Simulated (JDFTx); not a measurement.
**MoP: equation of state with PBE**

The system is MoP.

```
Mo P
1.0
     3.22300    0.00000    0.00000
    -1.61150    2.79120    0.00000
     0.00000    0.00000    3.19100
Mo P
1 1
Cartesian
  0.0000 0.0000 0.0000
  0.0000 1.8608 1.5955
```

- Program: JDFTx 1.7.0 (patched build)
- Task: equation of state
- Functional: PBE
- Potentials or basis: PseudoDojo-SR-PBE-0.5-standard
- Cutoff: 1088 eV
- Density cutoff: 4354 eV
- k mesh: 10 × 10 × 8
- Occupations: fermi-dirac, width 0.05 eV
- Spin: no spin polarisation
- Density cutoff over wavefunction cutoff: 4
- Max SCF steps: 100
- SCF threshold on the energy: 1e-08 Ha
- Solver of the electrons: scf

The equilibrium volume is 14.53 Å³/atom, the bulk modulus at fixed shape and positions is 223 GPa and the pressure derivative of the bulk modulus is 4.4.

Energy against volume, from the lowest point:
```tsv
volume (Å³/atom)	energy (meV/atom)
13.492	58.21
13.779	29.02
14.066	10.28
14.353	0.93
14.640	0.00
14.927	6.65
15.214	20.10
```

Caveat: the cell was scaled at fixed shape and fractional positions, which overstates the stiffness of a crystal with free parameters, most of all of layers and chains.
